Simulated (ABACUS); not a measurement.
# MnO2 (P-3m1) in ABACUS: reference runs

How does MnO2 come out in PBE? The cell is run as given and disturbed.

Everything below comes from runs of ABACUS 3.10.1. Logs are shortened: lines on timing, memory, paths and dates and some standing lists are left out, and cuts for length are marked.

### 1 The crystal as given

It takes space group P-3m1 (No. 164, trigonal). The conventional cell has a = 2.857 Å, b = 2.857 Å, c = 4.601 Å, α = 90.00°, β = 90.00°, γ = 120.00°. Around Mn (site symmetry -3m) lie 6 O at 1.90 Å. O (site symmetry 3m) is surrounded by 3 Mn at 1.90 Å.

Measurements of this composition are mostly on another form, of space group No. 136.

### 2 Single point, PBE, collinear spin, ferromagnetic start

Contents of INPUT:

```
INPUT_PARAMETERS
suffix              MnO2
calculation         scf
basis_type          pw
pseudo_dir          ./
symmetry            1
dft_functional      pbe
ecutwfc             97
pseudo_rcut         10
nspin               2
nbands              20
ks_solver           dav
smearing_method     fd
smearing_sigma      0.00367493
scf_thr             1e-08
scf_nmax            100
mixing_type         broyden
mixing_beta         0.4
cal_force           1
cal_stress          1
kpar                4
```

Contents of STRU:

```
ATOMIC_SPECIES
Mn 54.9380 Mn.upf
O 15.9990 O.upf

LATTICE_CONSTANT
1.8897261246

LATTICE_VECTORS
2.8565781804 0.0000000000 0.0000000000
-1.4282890902 2.4738692722 0.0000000000
0.0000000000 0.0000000000 4.6013740589

ATOMIC_POSITIONS
Direct

Mn
0.0
1
0.0000000000 0.0000000000 0.5000000000 1 1 1 mag 4

O
0.0
2
0.3333333333 0.6666666667 0.7062925700 1 1 1 mag 0
0.6666666667 0.3333333333 0.2937074300 1 1 1 mag 0
```

Contents of KPT:

```
K_POINTS
0
Gamma
11 11 6 0 0 0
```

Potentials or basis: PseudoDojo NC SR 0.4.1 PBE standard, plane waves.

Launch:

```
$ OMP_NUM_THREADS=1 mpirun -np 4 abacus > log
```

running log:

```text
ABACUS v3.10.1

               Atomic-orbital Based Ab-initio Computation at UStc

 ------------------------------------------------------------------------------------

 READING GENERAL INFORMATION
                           global_out_dir = OUT.MnO2/
                           global_in_card = INPUT
                               pseudo_dir = ./
                              orbital_dir =
                                    DSIZE = 4
                                    GSIZE = 1

 READING UNITCELL INFORMATION
                                    ntype = 2
                  lattice constant (Bohr) = 1.88973
              lattice constant (Angstrom) = 1

 READING ATOM TYPE 1
                               atom label = Mn
                      L=0, number of zeta = 1
                      L=1, number of zeta = 1
                      L=2, number of zeta = 1
             number of atom for this type = 1
               magnetization of element 1 = 4

 READING ATOM TYPE 2
                               atom label = O
                      L=0, number of zeta = 1
                      L=1, number of zeta = 1
                      L=2, number of zeta = 1
             number of atom for this type = 2
               magnetization of element 2 = 0

                        TOTAL ATOM NUMBER = 3
DIRECT COORDINATES
    atom                   x                   y                   z     mag                  vx                  vy                  vz
taud_Mn1            0.0000000000        0.0000000000        0.5000000000  4.0000        0.0000000000        0.0000000000        0.0000000000
taud_O1            0.3333333333        0.6666666667        0.7062925700  0.0000        0.0000000000        0.0000000000        0.0000000000
taud_O2            0.6666666667        0.3333333333        0.2937074300  0.0000        0.0000000000        0.0000000000        0.0000000000

                          Volume (Bohr^3) = 219.436
                             Volume (A^3) = 32.517

 Lattice vectors: (Cartesian coordinate: in unit of a_0)
             +2.85658                  +0                  +0
             -1.42829            +2.47387                  +0
                   +0                  +0            +4.60137
 Reciprocal vectors: (Cartesian coordinate: in unit of 2 pi/a_0)
            +0.350069           +0.202113                  -0
                   -0           +0.404225                  -0
                   +0                  -0           +0.217326
 The esolver type has been set to : ksdft_pw

                PAO radial cut off (Bohr) = 10

 Read in pseudopotential file is Mn.upf
                     pseudopotential type = NC
          exchange-correlation functional = PBE
                 nonlocal core correction = 1
                        valence electrons = 15
                                     lmax = 2
                           number of zeta = 4
                     number of projectors = 6
                           L of projector = 0
[... 5 lines left out ...]
                PAO radial cut off (Bohr) = 10

 Read in pseudopotential file is O.upf
                     pseudopotential type = NC
          exchange-correlation functional = PBE
                 nonlocal core correction = 1
                        valence electrons = 6
                                     lmax = 2
                           number of zeta = 2
                     number of projectors = 5
                           L of projector = 0
                           L of projector = 0
                           L of projector = 1
                           L of projector = 1
                           L of projector = 2
     initial pseudo atomic orbital number = 18
 The readin total magnetization is 4

 SETUP THE ELECTRONS NUMBER
            electron number of element Mn = 15
      total electron number of element Mn = 15
             electron number of element O = 6
       total electron number of element O = 12
            AUTOSET number of electrons:  = 27
                           occupied bands = 14
                                   NBANDS = 20
                                   NLOCAL = 27

%%%%%%%%%%%%%%%%%%%%%%%%%%%%%%%%%%%%%%%%%%%%%%%%%%%%%%%%%%%%%%%%%%%%%%%%%%%%%%%%%%%%%%%%%%%%%%%%%%%%%%%%%%
 Warning: the number of valence electrons in pseudopotential > 7 for Mn: [Ar] 3d5 4s2
 Pseudopotentials with additional electrons can yield (more) accurate outcomes, but may be less efficient.
 If you're confident that your chosen pseudopotential is appropriate, you can safely ignore this warning.
%%%%%%%%%%%%%%%%%%%%%%%%%%%%%%%%%%%%%%%%%%%%%%%%%%%%%%%%%%%%%%%%%%%%%%%%%%%%%%%%%%%%%%%%%%%%%%%%%%%%%%%%%%

 SETUP THE PLANE WAVE BASIS
 energy cutoff for charge/potential (unit:Ry) = 388
            fft grid for charge/potential = [ 36, 36, 60 ]
                        fft grid division = [ 1, 1, 1 ]
        big fft grid for charge/potential = [ 36, 36, 60 ]
                                     nbxx = 77760
                                     nrxx = 77760

 SETUP PLANE WAVES FOR CHARGE/POTENTIAL
                    number of plane waves = 28255
                         number of sticks = 769

 PARALLEL PW FOR CHARGE/POTENTIAL
     PROC   COLUMNS(POT)             PW
        1            769          28255
 --------------- sum -------------------
        1            769          28255
                            number of |g| = 1375
                                  max |g| = 35.0848
                                  min |g| = 0

----------- Double Check Mixing Parameters Begin ------------
mixing_type: broyden
mixing_beta: 0.4
mixing_gg0: 1
mixing_gg0_min: 0.1
mixing_beta_mag: 1.6
mixing_gg0_mag: 0
mixing_ndim: 8
----------- Double Check Mixing Parameters End ------------

 LATTICE VECTORS: (CARTESIAN COORDINATE: IN UNIT OF A0)
             +2.85658                  +0                  +0
             -1.42829            +2.47387                  +0
                   +0                  +0            +4.60137
                       right hand lattice = 1
                                   NORM_A = 2.85658
                                   NORM_B = 2.85658
                                   NORM_C = 4.60137
                           ALPHA (DEGREE) = 90
                           BETA  (DEGREE) = 90
                           GAMMA (DEGREE) = 120

 The lattice vectors have been changed (STRU_SIMPLE.cif)

(for optimal symmetric configuration:)
                             BRAVAIS TYPE = 4
                     BRAVAIS LATTICE NAME = 04. Hexagonal cell
                                    ibrav = 4
                                    IBRAV = 4
                                  BRAVAIS = HEXAGONAL CELL
                       LATTICE CONSTANT A = 2.85658
                                C/A RATIO = 1.6108
Original cell was already a primitive cell.
                        ROTATION MATRICES = 24
              PURE POINT GROUP OPERATIONS = 12
                   SPACE GROUP OPERATIONS = 12
                                       C2 = 3
                                       C3 = 2
                                       C4 = 0
                                       C6 = 0
                                       S1 = 3
                                       S3 = 0
                                       S4 = 0
                                       S6 = 2
                              POINT GROUP = D_3d
                                       C2 = 3
                                       C3 = 2
                                       C4 = 0
                                       C6 = 0
                                       S1 = 3
                                       S3 = 0
                                       S4 = 0
                                       S6 = 2
               POINT GROUP IN SPACE GROUP = D_3d

 SETUP K-POINTS
                                    nspin = 2
                   Input type of k points = Monkhorst-Pack(Gamma)
                                   nkstot = 726
                       right hand lattice = 1
(for reciprocal lattice: )
                             BRAVAIS TYPE = 4
                     BRAVAIS LATTICE NAME = 04. Hexagonal cell
                                    ibrav = 4
                       right hand lattice = 1
(for k-lattice: )
                             BRAVAIS TYPE = 4
                     BRAVAIS LATTICE NAME = 04. Hexagonal cell
                                    ibrav = 4
                       right hand lattice = 1
                        ROTATION MATRICES = 24
                               nkstot_ibz = 84
K-POINTS REDUCTION ACCORDING TO SYMMETRY
     IBZ    DIRECT_X    DIRECT_Y    DIRECT_Z  WEIGHT  ibz2bz
       1  0.00000000  0.00000000  0.00000000  0.0014       0
       2 -0.09090909  0.09090909  0.00000000  0.0083       1
       3 -0.18181818  0.18181818  0.00000000  0.0083       2
       4 -0.27272727  0.27272727  0.00000000  0.0083       3
       5 -0.36363636  0.36363636  0.00000000  0.0083       4
       6 -0.45454545  0.45454545  0.00000000  0.0083       5
[... 22 lines left out ...]
      29 -0.18181818  0.27272727  0.16666667  0.0165     134
      30 -0.27272727  0.36363636  0.16666667  0.0165     135
[... 54 further k points ...]

                               nkstot now = 84
[... K-POINTS DIRECT COORDINATES: 84 rows ...]

           k-point number in this process = 21
       minimum distributed K point number = 21
[... stars of the k points ...]
                             nks(nspin=2) = 42
                          nkstot(nspin=2) = 168

[... K-POINTS CARTESIAN COORDINATES: 42 rows ...]

[... K-POINTS DIRECT COORDINATES: 42 rows ...]

 SETUP PLANE WAVES FOR WAVE FUNCTIONS
     energy cutoff for wavefunc (unit:Ry) = 97
              fft grid for wave functions = [ 36, 36, 60 ]
                    number of plane waves = 4783
                         number of sticks = 241

 PARALLEL PW FOR WAVE FUNCTIONS
     PROC   COLUMNS(POT)             PW
        1            241           4783
 --------------- sum -------------------
        1            241           4783

 SETUP NONLOCAL PSEUDOPOTENTIALS IN PLANE WAVE BASIS
 Mn non-local projectors:
 projector 1 L=0
 projector 2 L=0
 projector 3 L=1
 projector 4 L=1
 projector 5 L=2
 projector 6 L=2
 O non-local projectors:
 projector 1 L=0
 projector 2 L=0
 projector 3 L=1
 projector 4 L=1
 projector 5 L=2
      TOTAL NUMBER OF NONLOCAL PROJECTORS = 44

 Init Non-Local PseudoPotential table :
 Init Non-Local-Pseudopotential done.

                                     npwx = 3573

 Make real space PAO into reciprocal space.
       max mesh points in Pseudopotential = 1001
     dq(describe PAO in reciprocal space) = 0.01
                                    max q = 1186

 number of pseudo atomic orbitals for Mn is 4
WARNING: norm of atomic wavefunction # 4 of atomic type Mn is 0.999871, renormalized

 number of pseudo atomic orbitals for O is 2

 -------------------------------------------
 SELF-CONSISTENT
 -------------------------------------------
                                 init_chg = atomic

 PW ALGORITHM --------------- ION=   1  ELEC=   1--------------------------------
          total magnetism (Bohr mag/cell) = 3
       absolute magnetism (Bohr mag/cell) = 3.16048
                        nelec for spin up = 15
                      nelec for spin down = 12
[... 177 lines left out ...]
 Density error is 2.52821759207e-09
                          Error Threshold = 4.49940248174e-11
----------------------------------------------------------
     Energy           Rydberg                 eV
----------------------------------------------------------
 E_KohnSham     -284.0332529828      -3864.4706620413
 E_KS(sigma->0) -284.0332529280      -3864.4706612962
 E_Harris       -284.0329570187      -3864.4666352429
 E_band         -26.5933947119       -361.8216972449
 E_one_elec     -186.1255836637      -2532.3684814022
 E_Hartree      105.1823968258       1431.0799261278
 E_xc           -53.1903122246       -723.6913246541
 E_Ewald        -149.8997538107      -2039.4907806227
 E_entropy(-TS) -0.0000001095        -0.0000014901
 E_descf        0.0000000000         0.0000000000
 E_exx          0.0000000000         0.0000000000
 E_Fermi        0.6211053398         8.4505716799
----------------------------------------------------------

 charge density convergence is achieved
 final etot is -3864.470662 eV
 EFERMI = 8.4505716799 eV

 STATE ENERGY(eV) AND OCCUPATIONS    NSPIN == 2
SPIN UP :
 1/21 kpoint (Cartesian) = 0.0000 0.0000 0.0000 (3573 pws)
       1       -73.5912     0.00137741
       2       -42.3594     0.00137741
       3       -42.3482     0.00137741
       4       -42.3482     0.00137741
       5       -11.6352     0.00137741
       6       -9.31342     0.00137741
[... 122 lines left out ...]
      19        20.9859        0.00000
      20        22.2479        0.00000

[... levels at 36 further k points ...]

------------------------------------------------------------------------------------------
 TOTAL-FORCE (eV/Angstrom)
------------------------------------------------------------------------------------------
                       Mn1         0.0000000000         0.0000000000         0.0000000000
                        O1         0.0000000000         0.0000000000         0.1677846009
                        O2         0.0000000000         0.0000000000        -0.1677846009
------------------------------------------------------------------------------------------

----------------------------------------------------------------
 TOTAL-STRESS (KBAR)
----------------------------------------------------------------
        48.8529802307         0.0000000000         0.0000000000
        -0.0000000000        48.8529802277         0.0000000000
        -0.0000000000         0.0000000000        38.5991645919
----------------------------------------------------------------
 TOTAL-PRESSURE: 45.435042 KBAR

 --------------------------------------------
 !FINAL_ETOT_IS -3864.4706620412794109 eV
 --------------------------------------------
```

Run time: 85 s. Hardware: 4 MPI ranks of Intel Xeon Platinum 8259CL at 2.50GHz (Skylake/Cascade Lake), shared host; peak memory 0.6 GiB.

What came out:

- Free energy: -3864.4707 eV
- Pressure: 4.5 GPa
- Largest force: 0.168 eV/Å
- Band gap on the k mesh: 0.99 eV, indirect (least direct gap 1.04 eV)
- Net moment: 3.00 μB per cell
- Absolute moment: 3.06 μB per cell

Forces in eV/Å, atoms in the order of the input:
```
Mn   0.000  0.000  0.000
O    0.000  0.000  0.168
O    0.000  0.000 -0.168
```

Stress tensor (GPa, compression positive):
```
4.89 0.00 0.00
0.00 4.89 0.00
0.00 0.00 3.86
```

Levels at points of the mesh, in eV from the valence-band top:
Spin up:
```tsv
k point	band 12	band 13	band 14	band 15	band 16	band 17
(0.00, 0.00, 0.00)	-1.42	-1.42	-1.16	-0.38	2.87	2.87
(0.00, 0.00, 0.50)	-2.44	-1.46	-1.46	-0.06	2.92	2.92
```
Spin down:
```tsv
k point	band 9	band 10	band 11	band 12	band 13	band 14	band 15	band 16
(0.00, 0.00, 0.00)	-5.05	-1.38	-1.38	-1.01	1.00	1.00	2.59	4.27
(0.00, 0.00, 0.50)	-4.55	-2.34	-1.42	-1.42	0.99	0.99	2.71	4.32
```

Caveat: an odd mesh through Γ misses points on the zone boundary, where band edges often lie; a cell with one magnetic atom can't hold antiferromagnetic order, which such compounds often take.

[end of part 1 of 2]
